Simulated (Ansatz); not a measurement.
Level of theory: DFT PBE, scalar-relativistic, plane waves, PAW (Ansatz). All cells share a 420 eV cutoff and Γ-centred k meshes spaced at most about 0.3 Å⁻¹ (about 0.25 or finer for metals, 2π included). No spin polarisation.

Temperature and zero-point effects are left out.

Two forms of Be2H3 were relaxed alike.

1. Space group R32 (No. 155), trigonal, a = 4.023 Å, c = 9.141 Å. Around Be lie 3 H at 1.41 Å; H is surrounded by 2 Be at 1.41 Å.

2. Space group P1 (No. 1), triclinic, a = 3.045 Å, b = 3.998 Å, c = 4.977 Å, α = 110.6°, β = 92.4°, γ = 112.3°. Be on its first site is surrounded by 3 H at 1.39–1.45 Å; Be on its second site is surrounded by 2 H at 1.47 Å and 2 H at 1.57 Å; H on its first site has 2 Be at 1.45–1.47 Å; around H on its second site lie 2 Be at 1.45–1.47 Å; H on its third site is surrounded by 1 Be at 1.39 Å and 2 Be at 1.57 Å.

Question: Which form is favoured at zero pressure, and by what margin per atom?

Answer: Cell 2 is lower, by 57 meV/atom. Cell 1 has space group R32 (No. 155), 8.5 Å³/atom and no gap on its mesh; cell 2 has space group P1 (No. 1), 10.3 Å³/atom and no gap. Counting H atoms around Be (those within 1.25 times the shortest such distance or 1.15 times the sum of covalent radii; a slash parts the counts of unlike sites), cell 1 has Be 3 and cell 2 has Be 3/4. Even the lower one lies +0.18 eV/atom against the reference forms of the elements (uncorrected), so neither is stable at this level. Both come from invented guesses. The lowest form computed isn't among them: it has space group P1 (No. 1), 7.9 Å³/atom and lies 104 meV/atom below the best shown.

Weakly bound directions are ill-defined at this level, which has no dispersion term (R32, P1), and this can change margins and order among such cells. With hydrogen, zero-point motion can shift such differences by 10 meV/atom or more. Cells relaxed within their symmetry can be saddle points. Some structure types and database cells were kept out of the candidates from the start, so a known form may be missing.
